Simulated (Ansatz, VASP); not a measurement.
One calculation of Bi, two programs

```xyz
2
Lattice="3.2166 0.0000 0.0000 0.0000 3.2000 0.0000 -0.0799 0.0000 6.4006" Properties=species:S:1:pos:R:3 pbc="T T T"
Bi    1.6907    0.0000    4.7978
Bi    1.4460    0.0000    1.6029
```

This isn't the form of Bi at room conditions, which is rhombohedral.

Alike in both runs: task single point; functional LDA; k mesh 8 × 8 × 4; occupations fermi-dirac, width 0.05 eV; no spin polarisation.

|  | VASP | Ansatz |
| --- | --- | --- |
| version | VASP 6.6.1 | Ansatz 0.2.0 |
| potentials or method | VASP PAW LDA potentials, release 64 (Bi_d) | Ansatz PAW |
| plane-wave cutoff (eV) | 520 | 420 |
| valence electrons in the cell | 30 | 30 |

|  | VASP | Ansatz | Ansatz less VASP |
| --- | --- | --- | --- |
| gap on the k mesh at the Fermi level (eV) | none | none | - |
| pressure (GPa) | -0.6 | -0.7 | -0.08 |
| largest component of the traceless stress (GPa) | 0.61 | 0.60 | -0.003 |
| rms of the force components (eV/Å) | 0.007 | 0.008 | +0.0005 |

Atom by atom the forces differ by 0.001 eV/Å (rms over components). A gap of «none» marks a metal or a gap that the smearing closes.

Caveats: spin-orbit coupling is left out, which moves the levels of the heavy elements; the PAW data sets come from PBE, with cores solved anew for the run's functional, which leaves a small shift of forces and pressure (Ansatz).
